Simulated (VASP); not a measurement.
## CdS (Hawleyite): convergence with the SCF solver and plane-wave cutoff

How sensitive are energy, pressure and forces of CdS (Hawleyite) to the SCF solver and plane-wave cutoff? The atoms are off their equilibrium sites, so that forces can be compared too. The series runs use PBE. The SCF solver tried: ALGO = Normal; ALGO = Fast; ALGO = VeryFast; ALGO = All; ALGO = Damped; AMIX = 0.1, BMIX = 0.01; AMIX = 0.8; IMIX = 1, AMIX = 0.2. The plane-wave cutoff tried: ENCUT = 160; ENCUT = 210; ENCUT = 250; ENCUT = 270; ENCUT = 320; ENCUT = 360; ENCUT = 440; ENCUT = 550. The atoms of the start are displaced at random from the sites of a F-43m cell.

Method: PBE; plane waves and PAW (Cd, S), in VASP 6.6.1.

Report form: the programs' logs are mostly left out.

### Step 1. The starting structure

Symmetry: P1, No. 1, triclinic system. Conventional cell: a = 4.125 Å, b = 4.125 Å, c = 4.125 Å, α = 60.00°, β = 60.00°, γ = 60.00°. Nearest to Cd lie 4 S at 2.48 to 2.61 Å. S has 4 Cd at 2.48 to 2.61 Å nearest. Farther neighbours and most contacts between anions are not listed.

### Step 2. SCF solver: ALGO = Normal

All solvers should reach one answer; they differ in cycles and robustness. PBE, the usual starting point, adds the gradient of the density.

INCAR reads:

```
SYSTEM = CdS
PREC = Accurate
ENCUT = 400
EDIFF = 1E-06
NELM = 100
ISMEAR = -1
SIGMA = 0.05
LREAL = .FALSE.
ALGO = Normal
GGA = PE
NBANDS = 15
LORBIT = 11
LWAVE = .FALSE.
LCHARG = .FALSE.
KPAR = 2
ISIF = 2
```

POSCAR reads:

```
CdS
1.0
    0.0000000000      2.9165000000      2.9165000000
    2.9165000000      0.0000000000      2.9165000000
    2.9165000000      2.9165000000      0.0000000000
Cd S
1 1
Direct
   -0.0103480000      0.0223960000     -0.0034000000
    0.2487080000      0.2471110000      0.2497450000
```

KPOINTS reads:

```
Automatic mesh
0
Gamma
8 8 8
0 0 0
```

Potentials, in the order of the species: Cd and S (PBE family, release 64).

Launch:

```
mpirun -np 2 vasp_std
```

Elapsed: 92 s, on 2 MPI ranks of AMD EPYC 7R43, shared host; peak memory 0.43 GiB; 3 min of CPU time.

The gap is read on the k-mesh alone, so it is an upper bound where the band edges lie off the mesh. Spin-orbit coupling is off here; it would split degenerate levels.

Numbers from this step:

```yaml
scf_cycles: 14
electrons: 18
bands: 15
irreducible_k_points: 260
symmetry_operations: 1
free_energy_toten: -6.100 eV
fermi_energy: 1.932 eV
pressure: 2.972 GPa
metallic: no
valence_top_at_k: 0, 0, 0
conduction_bottom_at_k: 0, 0, 0
least_direct_gap_at_k: 0, 0, 0
gap_on_the_k_mesh: 1.141 eV
least_direct_gap_on_the_k_mesh: 1.141 eV
```

The series starts at -3.0499 eV an atom and 2.97 GPa, after 14 cycles in 92 s.

### Step 3. SCF solver: ALGO = Fast

INCAR: that of step 2 with these lines changed.

```diff
@@ -8,3 +8,3 @@
 LREAL = .FALSE.
-ALGO = Normal
+ALGO = Fast
 GGA = PE
```

POSCAR is that of step 2.

KPOINTS is that of step 2.

Launch:

```
mpirun -np 2 vasp_std
```

Elapsed: 81 s, on 2 MPI ranks; peak memory 0.44 GiB; 2.7 min of CPU time.

Against the first of the series the energy stays within 0.01 meV an atom; the pressure moves by +0.02 GPa, after 13 cycles in 81 s.

### Step 4. SCF solver: ALGO = VeryFast

INCAR: that of step 3 with these lines changed.

```diff
@@ -8,3 +8,3 @@
 LREAL = .FALSE.
-ALGO = Fast
+ALGO = VeryFast
 GGA = PE
```

POSCAR is that of step 3.

KPOINTS is that of step 3.

Launch:

```
mpirun -np 2 vasp_std
```

Run time: 96 s. Hardware: 2 MPI ranks; peak memory 0.42 GiB.

Against the first of the series the energy stays within 0.01 meV an atom; the pressure moves by +0.01 GPa, after 20 cycles in 96 s.

### Step 5. SCF solver: ALGO = All

INCAR: that of step 4 with these lines changed.

```diff
@@ -8,3 +8,3 @@
 LREAL = .FALSE.
-ALGO = VeryFast
+ALGO = All
 GGA = PE
```

POSCAR is that of step 4.

KPOINTS is that of step 4.

Launch:

```
mpirun -np 2 vasp_std
```

The job ended after 84 s (2 MPI ranks; peak memory 0.65 GiB; 2.8 min of CPU time).

Against the first of the series the energy stays within 0.01 meV an atom; the pressure moves by +0.02 GPa, after 14 cycles in 84 s.

### Step 6. SCF solver: ALGO = Damped

INCAR: that of step 5 with these lines changed.

```diff
@@ -8,3 +8,3 @@
 LREAL = .FALSE.
-ALGO = All
+ALGO = Damped
 GGA = PE
```

POSCAR is that of step 5.

KPOINTS is that of step 5.

Launch:

```
mpirun -np 2 vasp_std
```

Elapsed: 72 s, on 2 MPI ranks; peak memory 0.66 GiB; 2.3 min of CPU time.

Against the first of the series the energy stays within 0.01 meV an atom; the pressure moves by -0.04 GPa, after 20 cycles in 72 s.

### Step 7. SCF solver: AMIX = 0.1, BMIX = 0.01

INCAR: that of step 6 with these lines changed.

```diff
@@ -8,3 +8,3 @@
 LREAL = .FALSE.
-ALGO = Damped
+ALGO = Normal
 GGA = PE
@@ -16 +16,3 @@
 ISIF = 2
+AMIX = 0.1
+BMIX = 0.01
```

POSCAR is that of step 6.

KPOINTS is that of step 6.

Launch:

```
mpirun -np 2 vasp_std
```

Elapsed: 89 s, on 2 MPI ranks; peak memory 0.44 GiB; 2.9 min of CPU time.

Against the first of the series the energy stays within 0.01 meV an atom and the pressure within 0.01 GPa, after 15 cycles in 89 s.

### Step 8. SCF solver: AMIX = 0.8

INCAR: that of step 7 with these lines changed.

```diff
@@ -16,3 +16,2 @@
 ISIF = 2
-AMIX = 0.1
-BMIX = 0.01
+AMIX = 0.8
```

POSCAR is that of step 7.

KPOINTS is that of step 7.

Launch:

```
mpirun -np 2 vasp_std
```

Wall time 72 s (2 MPI ranks); peak memory 0.44 GiB; 2.4 min of CPU time.

Against the first of the series the energy stays within 0.01 meV an atom and the pressure within 0.01 GPa, after 13 cycles in 72 s.

### Step 9. SCF solver: IMIX = 1, AMIX = 0.2

INCAR: that of step 8 with these lines changed.

```diff
@@ -16,2 +16,3 @@
 ISIF = 2
-AMIX = 0.8
+IMIX = 1
+AMIX = 0.2
```

POSCAR is that of step 8.

KPOINTS is that of step 8.

Launch:

```
mpirun -np 2 vasp_std
```

Elapsed: 2.7 min, on 2 MPI ranks; peak memory 0.43 GiB.

Against the first of the series the energy stays within 0.01 meV an atom; the pressure moves by +0.01 GPa, after 34 cycles in 2.7 min.

### Step 10. The SCF solver series as a table

This step: convergence of PBE results with the solver; plane waves and PAW (VASP 6.6.1).

Derived from the runs above.

Differences are taken from the run with ALGO = Normal. Results of the series, by row:

```csv
setting,status,energy less the reference (meV/atom),pressure (GPa),largest force difference (meV/Å),gap (eV),SCF cycles,wall time (s)
ALGO = Normal,converged,0,2.972,0,1.141,14,92
ALGO = Fast,converged,2.25e-4,2.989,0.118,1.141,13,81
ALGO = VeryFast,converged,7.00e-5,2.984,0.08,1.141,20,96
ALGO = All,converged,1.55e-4,2.991,0.097,1.141,14,84
ALGO = Damped,converged,2.50e-4,2.929,0.327,1.141,20,72
"AMIX = 0.1, BMIX = 0.01",converged,1.65e-4,2.974,0.171,1.141,15,89
AMIX = 0.8,converged,3.00e-5,2.974,0.084,1.141,13,72
"IMIX = 1, AMIX = 0.2",converged,0.001195,2.981,0.027,1.14,34,163
```

### Step 11. Plane-wave cutoff: ENCUT = 160

This step: PBE; plane waves and PAW (Cd, S) (VASP 6.6.1).

The basis grows with ENCUT, and energy and stress both move with it.

INCAR: that of step 9 with these lines changed.

```diff
@@ -2,3 +2,3 @@
 PREC = Accurate
-ENCUT = 400
+ENCUT = 160
 EDIFF = 1E-06
@@ -16,3 +16 @@
 ISIF = 2
-IMIX = 1
-AMIX = 0.2
```

POSCAR is that of step 9.

KPOINTS is that of step 9.

Launch:

```
mpirun -np 2 vasp_std
```

The job ended after 29 s (2 MPI ranks; peak memory 0.21 GiB; 56 s of CPU time).

Numbers from this step:

```yaml
scf_cycles: 13
free_energy_toten: -0.8497 eV
fermi_energy: 1.763 eV
pressure: -198.4 GPa
valence_top_at_k: 0, 0, 0.125
gap_on_the_k_mesh: 1.114 eV
least_direct_gap_on_the_k_mesh: 1.120 eV
```

The series starts at -0.4248 eV an atom and -198.42 GPa, after 13 cycles in 29 s.

### Step 12. Plane-wave cutoff: ENCUT = 210

INCAR: that of step 11 with these lines changed.

```diff
@@ -2,3 +2,3 @@
 PREC = Accurate
-ENCUT = 160
+ENCUT = 210
 EDIFF = 1E-06
```

POSCAR is that of step 11.

KPOINTS is that of step 11.

Launch:

```
mpirun -np 2 vasp_std
```

It took 26 s on 2 MPI ranks; peak memory 0.25 GiB; 50 s of CPU time.

Against the run before the energy moves by -2440.79 meV an atom and the pressure by +165.29 GPa, after 13 cycles in 26 s.

### Step 13. Plane-wave cutoff: ENCUT = 250

INCAR: that of step 12 with these lines changed.

```diff
@@ -2,3 +2,3 @@
 PREC = Accurate
-ENCUT = 210
+ENCUT = 250
 EDIFF = 1E-06
```

POSCAR is that of step 12.

KPOINTS is that of step 12.

Launch:

```
mpirun -np 2 vasp_std
```

Run time: 37 s. Hardware: 2 MPI ranks; peak memory 0.29 GiB; 72 s of CPU time.

Against the run before the energy moves by -168.39 meV an atom and the pressure by +30.52 GPa, after 13 cycles in 37 s.

### Step 14. Plane-wave cutoff: ENCUT = 270

INCAR: that of step 13 with these lines changed.

```diff
@@ -2,3 +2,3 @@
 PREC = Accurate
-ENCUT = 250
+ENCUT = 270
 EDIFF = 1E-06
```

POSCAR is that of step 13.

KPOINTS is that of step 13.

Launch:

```
mpirun -np 2 vasp_std
```

Elapsed: 37 s, on 2 MPI ranks; peak memory 0.31 GiB.

Against the run before the energy moves by -9.75 meV an atom and the pressure by +4.19 GPa, after 13 cycles in 37 s.

### Step 15. Plane-wave cutoff: ENCUT = 320

INCAR: that of step 14 with these lines changed.

```diff
@@ -2,3 +2,3 @@
 PREC = Accurate
-ENCUT = 270
+ENCUT = 320
 EDIFF = 1E-06
```

POSCAR is that of step 14.

KPOINTS is that of step 14.

Launch:

```
mpirun -np 2 vasp_std
```

It took 48 s on 2 MPI ranks; peak memory 0.34 GiB.

Against the run before the energy moves by -4.97 meV an atom and the pressure by +1.68 GPa, after 14 cycles in 48 s.

### Step 16. Plane-wave cutoff: ENCUT = 360

INCAR: that of step 15 with these lines changed.

```diff
@@ -2,3 +2,3 @@
 PREC = Accurate
-ENCUT = 320
+ENCUT = 360
 EDIFF = 1E-06
```

POSCAR is that of step 15.

KPOINTS is that of step 15.

Launch:

```
mpirun -np 2 vasp_std
```

Wall time 78 s (2 MPI ranks); peak memory 0.41 GiB.

Against the run before the energy moves by -0.21 meV an atom and the pressure by -0.32 GPa, after 14 cycles in 78 s.

### Step 17. Plane-wave cutoff: ENCUT = 440

INCAR: that of step 16 with these lines changed.

```diff
@@ -2,3 +2,3 @@
 PREC = Accurate
-ENCUT = 360
+ENCUT = 440
 EDIFF = 1E-06
```

POSCAR is that of step 16.

KPOINTS is that of step 16.

Launch:

```
mpirun -np 2 vasp_std
```

Elapsed: 83 s, on 2 MPI ranks; peak memory 0.47 GiB; 2.7 min of CPU time.

Against the run before the energy moves by -1.62 meV an atom and the pressure by +0.26 GPa, after 14 cycles in 83 s.

### Step 18. Plane-wave cutoff: ENCUT = 550

INCAR: that of step 17 with these lines changed.

```diff
@@ -2,3 +2,3 @@
 PREC = Accurate
-ENCUT = 440
+ENCUT = 550
 EDIFF = 1E-06
```

POSCAR is that of step 17.

KPOINTS is that of step 17.

Launch:

```
mpirun -np 2 vasp_std
```

Wall time 91 s (2 MPI ranks); peak memory 0.6 GiB.

Against the run before the energy moves by -0.70 meV an atom and the pressure by +0.18 GPa, after 14 cycles in 91 s.

### Step 19. The plane-wave cutoff series as a table

This step: convergence of PBE results with the cutoff; plane waves and PAW (VASP 6.6.1).

No new run; the numbers come from the runs before.

Differences are taken from the run with ENCUT = 550. Results of the series, by row:

```csv
setting,status,energy less the reference (meV/atom),pressure (GPa),largest force difference (meV/Å),gap (eV),SCF cycles,wall time (s)
ENCUT = 160,converged,2626,-198.4,51.43,1.114,13,29
ENCUT = 210,converged,185.6,-33.13,9.059,1.118,13,26
ENCUT = 250,converged,17.25,-2.614,5.173,1.134,13,37
ENCUT = 270,converged,7.501,1.574,1.819,1.137,13,37
ENCUT = 320,converged,2.53,3.252,0.389,1.136,14,48
ENCUT = 360,converged,2.322,2.937,0.286,1.138,14,78
ENCUT = 440,converged,0.7011,3.194,0.276,1.142,14,83
ENCUT = 550,converged,0,3.373,0,1.143,14,91
```

### Step 20. Outcome

* fewest SCF cycles: ALGO = Fast; AMIX = 0.8 (13)
* most SCF cycles among converged runs: IMIX = 1, AMIX = 0.2 (34)
* spread of the pressure over the SCF solver: 0.0622 GPa
* spread of the energy over the SCF solver: 0.00120 meV/atom
* plane-wave cutoff from which the energy stays within 10 meV/atom of the reference: ENCUT = 270
* plane-wave cutoff from which the energy stays within 1 meV/atom of the reference: ENCUT = 440
* plane-wave cutoff from which the pressure stays within 0.2 GPa of the reference: ENCUT = 440
* spread of the pressure over the plane-wave cutoff: 202 GPa
* spread of the energy over the plane-wave cutoff: 2626 meV/atom

All SCF solvers that converged agree within 0.05 meV an atom. The fastest converged run is ALGO = Damped, at 72 s against 92 s; on a shared host such times are rough. From ENCUT = 440 on, the energy stays within 1 meV an atom of the reference, at 91 % of its time. The pressure holds within 0.2 GPa from ENCUT = 440 on. These cutoffs are 0.6 to 2 times the default of the data sets, about 270 eV; at the default the run is off by +7.5 meV an atom, -1.80 GPa, 1.8 meV/Å in forces, and at 1.3 times by +2.3 meV an atom, -0.44 GPa, 0.3 meV/Å in forces. Energy differences between like cells converge faster than these totals. Differences are taken from the run with ENCUT = 550, which is itself not the exact limit. The runs at ENCUT = 160; ENCUT = 210; ENCUT = 250 are over 30 meV an atom or 2 GPa off and describe the material poorly.

[Lines on the potential files, build, host, timing and source positions are cut from VASP's logs without a mark.]

[Logs are printed without paths, hosts, clocks, repeated set-up lines and the standing remarks that a program may print on its own settings, such as how far it seeks lower states.]

[Hosts, paths, dates, database ids (printed as entryN), source tags and the programs' standing remarks are cut or masked in the printed files.]

[A measured line is paired with the nearest computed mode of its activity, which favours agreement.]

[In band tables of VASP the shares of atoms and orbitals are scaled to a sum of 1 inside the atoms' spheres.]
